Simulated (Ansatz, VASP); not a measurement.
## Two plane-wave programs on SnSe

```
Sn Se
1.0
     0.00000    3.45734    3.45734
     3.45734    0.00000    3.45734
     3.45734    3.45734    0.00000
Sn Se
1 1
Cartesian
  0.0000 0.0000 0.0000
  5.1860 5.1860 5.1860
```

The cell was built by a generator and needn't be a form met in nature.

Alike in both runs: task single point; functional PBE; k mesh 7 × 7 × 7; occupations fermi-dirac, width 0.05 eV; no spin polarisation.

|  | VASP | Ansatz |
| --- | --- | --- |
| version | VASP 6.6.1 | Ansatz 0.2.0 |
| potentials or method | VASP PAW PBE potentials, release 64 (Sn_d, Se) | Ansatz PAW |
| plane-wave cutoff (eV) | 520 | 420 |
| valence electrons in the cell | 20 | 30 |

```csv
,VASP,Ansatz,Ansatz less VASP
gap on the k mesh at the Fermi level (eV),0.45,0.45,+0.001
least direct gap on the mesh (eV),0.83,0.83,0.000
pressure (GPa),-1.6,-1.6,0.00
```

The two sets of potentials don't hold the same shells in valence.

Caveats: spin-orbit coupling is left out, which moves the levels of the heavy elements; an odd mesh through Γ misses points on the zone boundary, where band edges often lie (VASP); odd divisions of the mesh miss points on the zone boundary, where band edges often lie, so the gap on the mesh can be too wide (Ansatz).
